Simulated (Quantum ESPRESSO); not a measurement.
## SrO in Quantum ESPRESSO: the effect of target pressure

The system is SrO.

```
Sr O
1.0
     0.00000    2.56630    2.56630
     2.56630    0.00000    2.56630
     2.56630    2.56630    0.00000
Sr O
1 1
Direct
  0.50000 0.50000 0.50000
  0.00000 0.00000 0.00000
```

Alike in all runs:

- Program: Quantum ESPRESSO 7.5
- Task: phonons
- Functional: LDA
- Potentials or basis: GBRV 1.5 LDA
- Cutoff: 612 eV
- Density cutoff: 4898 eV
- k mesh: 6 × 6 × 6, shifted
- Occupations: fermi-dirac, width 0.05 eV
- Spin: no spin polarisation

Each run relaxes the cell or the atoms first.

Task: One run gave: relaxed volume 16.25 Å³/atom; dielectric constant 3.87 mean; highest phonon frequency 217 cm⁻¹. Which target pressure did it use?
A. 25 GPa
B. 50 GPa
C. 0 GPa
D. 80 GPa

Result: C.

| target pressure | relaxed volume (Å³/atom) | dielectric constant (mean) | highest phonon frequency (cm⁻¹) |
| --- | --- | --- | --- |
| 0 GPa | 16.25 | 3.87 | 217 |
| 25 GPa | 13.78 | 4.04 | 312 |
| 50 GPa | 12.48 | 4.21 | 363 |
| 80 GPa | 11.47 | 4.43 | 399 |

Caveats: the volume moved by over 15 % at a fixed basis, so the end points are rough (some runs); the cell is more than 3 GPa from zero pressure, which shifts response properties (some runs).

Runs at the PBE level aren't shown here.
